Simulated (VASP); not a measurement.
Crystal: GaP.

```
Ga P
1.0
     1.94302    1.12180    6.43081
    -1.94302    1.12180    6.43081
     0.00000   -2.24360    6.43081
Ga P
2 2
Cartesian
  0.0000 0.0000 8.3994
  0.0000 0.0000 10.8930
  0.0000 0.0000 1.1072
  0.0000 0.0000 18.1853
```

Measurements of this composition are mostly on another form, of space group No. 216.

```yaml
Program: VASP 6.6.1
Task: relaxation of cell and atoms
Functional: PBEsol
Potentials_or_basis: VASP PAW PBE potentials, release 64 (Ga, P)
Cutoff: 580 eV
k_mesh: 9 × 9 × 9
Occupations: gaussian, width 0.02 eV
Spin: no spin polarisation
```

At the start: pressure -1.7 GPa; volume 21.03 Å³/atom.

Question: How do energy, volume and symmetry change on relaxing?

Answer: Over 7 steps the energy falls by 2.9 meV/atom and the volume is 20.55 Å³/atom (-2.3 %); space group R-3m (No. 166, to 0.05 Å).

The path:
```tsv
step	energy change (eV)	largest force (eV/Å)	pressure (GPa)	volume (Å³)
1	0.0000	0.1366	-1.68	84.10
2	-0.0088	0.1282	0.82	81.45
3	-0.0108	0.0835	0.03	82.23
4	-0.0116	0.0397	0.05	82.14
5	-0.0116	0.0396	0.05	82.14
6	-0.0117	0.0114	-0.01	82.20
7	-0.0117	0.0039	0.00	82.18
```

Final structure:
```
Ga P
1.0
     1.92750    1.11284    6.38559
    -1.92750    1.11284    6.38559
     0.00000   -2.22569    6.38559
Ga P
2 2
Cartesian
  0.0000 0.0000 8.3509
  0.0000 0.0000 10.8058
  0.0000 0.0000 1.1008
  0.0000 0.0000 18.0560
```

Caveat: the PAW data sets were made with another functional, which shifts forces and pressure a little; an odd mesh through Γ misses points on the zone boundary, where band edges often lie.
